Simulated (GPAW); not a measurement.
A run of GPAW 26.7.0:

run.py

```python
import numpy as np
from ase.dft.bandgap import bandgap
from ase.io import read, write
from ase.units import GPa
from gpaw import GPAW, PW
from gpaw.spinorbit import soc_eigenstates

atoms = read('POSCAR')

calc = GPAW(mode=PW(600),
            xc='M06-L',
            kpts={'size': (5, 5, 5), 'gamma': True},
            occupations={'name': 'fermi-dirac', 'width': 0.05},
            nbands=25,
            convergence={'density': 1e-05, 'energy': 1e-05},
            maxiter=150,
            txt='gpaw.txt')
atoms.calc = calc
energy = atoms.get_potential_energy()
forces = atoms.get_forces()
stress = atoms.get_stress()
calc.write('gs.gpw')
write('result.traj', atoms)
print(f'Energy: {energy:.6f} eV')
print('Forces (eV/A):')
print(forces.round(4))
print('Stress (GPa):', (stress / GPa).round(3))
print('Fermi level:', round(calc.get_fermi_level(), 4), 'eV')
print(f'Gap: {bandgap(calc)[0]:.4f} eV, direct: {bandgap(calc, direct=True)[0]:.4f} eV')

path = atoms.cell.bandpath('GLB1,BZGX,QFP1Z,LP', npoints=80, eps=1e-4)
bs_calc = calc.fixed_density(kpts=path, symmetry='off', nbands=40,
                             convergence={'bands': 'CBM+6.0', 'eigenstates': 1e-6}, txt='bands.txt')
bs = bs_calc.band_structure()
bs.write('bs.json')
print(f'Gap on the path: {bandgap(bs_calc)[0]:.4f} eV')

soc = soc_eigenstates(bs_calc, theta=0, phi=0, ignore_xc_potential=True)
np.savetxt('soc_bands.dat', soc.eigenvalues(), fmt='%.4f')
mesh = soc_eigenstates('gs.gpw', theta=0, phi=0, ignore_xc_potential=True)
np.savetxt('soc_mesh.dat', mesh.eigenvalues(), fmt='%.4f')
print('Fermi level with spin-orbit coupling:', round(mesh.fermi_level, 4), 'eV')
```

Contents of POSCAR:

```
Sb
1.0
    2.1542000000      1.2437279499      3.7580000000
   -2.1542000000      1.2437279499      3.7580000000
    0.0000000000     -2.4874558998      3.7580000000
Sb
2
Direct
    0.7665100000      0.7665100000      0.7665100000
    0.2334900000      0.2334900000      0.2334900000
```

Potentials or basis: GPAW PAW data sets (gpaw-data 1.2.1), pw.

Command:

```console
$ OMP_NUM_THREADS=1 python run.py
```

Hardware: 1 thread of Arm Neoverse V1, with other jobs on the host.

Problem. Estimate the wall time of this run.

Solution. Run time: 7.7 min on 1 thread of Arm Neoverse V1, on a shared host, peak memory 0.44 GiB. Counts: scf iterations 27, plane waves 2034, bands 25, k points 19.
